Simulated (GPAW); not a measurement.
Runs of GPAW 26.7.0 on CuO. The structure is hexagonal, space group P6_3/mmc (No. 194). Conventional cell: a = 3.180 Å, b = 3.180 Å, c = 4.431 Å, α = 90.00°, β = 90.00°, γ = 120.00°. Around Cu (site symmetry -3m) lie 6 O at 2.14 Å and 2 Cu at 2.22 Å. Around O (site symmetry -6m2) lie 6 Cu at 2.14 Å. Measurements of this composition are mostly on another form, of space group No. 15.

```tsv
task	level	potentials or basis	U	cell	k mesh	optimizer	fmax	max steps	band path	band points	mesh quality	gap on the mesh (eV)	pressure (GPa)	relaxed volume (Å³/atom)
single point	TB-mBJ	GPAW PAW data sets for LDA (gpaw-data 1.2.1), pw	-	as given	6 × 6 × 4	-	-	-	-	-	coarse	none	-	-
relaxation of cell and atoms	PBE+D3	GPAW PAW data sets (gpaw-data 1.2.1), pw	-	relaxed	6 × 6 × 4	BFGS	0.01 eV/Å	100	-	-	coarse	none	0.1	9.50
single point	TB-mBJ	GPAW PAW data sets for LDA (gpaw-data 1.2.1), pw	-	as given	8 × 8 × 5	-	-	-	-	-	not flagged	none	-	-
single point	LDA	the program's PAW data sets (release 1.2.1) made for this functional, pw	-	as given	8 × 8 × 5	-	-	-	-	-	not flagged	none	(c)	-
band structure	PBEsol+U	PAW data sets generated in the run's folder for this functional, pw	Cu d U = 6 eV	as given	7 × 7 × 5	-	-	-	GMKGALHA,LM,KH	100	not flagged	-	-3.6	-
single point	PBE	GPAW PAW data sets (gpaw-data 1.2.1), pw	-	as given	8 × 8 × 5	-	-	-	-	-	not flagged	none	7.6	-
band structure	PBEsol+U	PAW data sets generated in the run's folder for this functional, pw	Cu d U = 3 eV	as given	7 × 7 × 5	-	-	-	GMKGALHA,LM,KH	100	not flagged	-	(a)	-
single point	BLYP	PAW data sets generated in the run's folder for this functional, pw	-	as given	8 × 8 × 5	-	-	-	-	-	not flagged	none	13.8	-
relaxation of cell and atoms	RPBE	the program's PAW data sets (release 1.2.1) made for this functional, pw	-	relaxed	6 × 6 × 4	BFGS	0.05 eV/Å	60	-	-	coarse	none	0.0	(b)
band structure	PBEsol	PAW data sets generated in the run's folder for this functional, pw	-	as given	7 × 7 × 5	-	-	-	GMKGALHA,LM,KH	100	not flagged	-	-0.9	-
single point	optB88-vdW	GPAW PAW data sets (gpaw-data 1.2.1), pw	-	as given	8 × 8 × 5	-	-	-	-	-	not flagged	none	-	-
single point	AM05	PAW data sets generated in the run's folder for this functional, pw	-	as given	8 × 8 × 5	-	-	-	-	-	not flagged	none	-0.8	-
```

Alike in all rows: no spin polarisation; cutoff (eV) 800; smearing fermi-dirac 0.05 eV.

Q: Fill in the values left out.

A: (a) -2.4; (b) 10.09; (c) -8.9.

Caveats: some runs use coarse meshes; the run has no spin polarisation, though such a crystal can be magnetic; semilocal functionals often make such compounds metallic where correlation or magnetic order opens a gap, which also shifts bond lengths (some runs); with this Cu data set, volumes or pressures lay over 1.5 % or 2 GPa off other programs in two to four cells of ten (some runs); the PAW data sets were made with another functional, which shifts forces and pressure a little (some runs); a model potential gives levels but no total energy (some runs); later steps reuse the first step's grids (some runs); U without spin polarisation on a metal has little footing (some runs).

A k mesh can miss the band edges.

A gap of «none» marks a metal or a gap under the smearing width.

Not every run made on this cell is shown here.
